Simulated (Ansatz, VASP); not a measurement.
## TaSi2: VASP beside Ansatz

```
Ta Si
1.0
     4.33209    0.00000    0.00000
    -2.16605    3.75170    0.00000
     0.00000    0.00000    2.70799
Ta Si
1 2
Direct
  0.00000 0.00000 0.00000
  0.33333 0.66667 0.50000
  0.66667 0.33333 0.50000
```

Alike in both runs: functional PBE; k mesh 6 × 6 × 4; occupations gaussian, width 0.1 eV; no spin polarisation.

Ansatz relaxed the structure, and its values are those at the end. VASP's run is a single point on that final structure, the one shown.

```csv
,VASP,Ansatz
version,VASP 6.6.1,Ansatz 0.2.0
potentials or method,"VASP PAW PBE potentials, release 64 (Ta_pv, Si)","scalar-relativistic, plane waves, PAW"
plane-wave cutoff (eV),520,420
valence electrons in the cell,19,21
```

|  | VASP | Ansatz | Ansatz less VASP |
| --- | --- | --- | --- |
| gap on the k mesh at the Fermi level (eV) | none | none | - |
| pressure (GPa) | 0.1 | 0.0 | -0.06 |

A gap of «none» marks a metal or a gap that the smearing closes. The two sets of potentials don't hold the same shells in valence.

Caveats: the k mesh is coarse (spacing up to 0.58 Å⁻¹), so the values aren't converged. Spin-orbit coupling is left out, which matters for the levels of Ta.
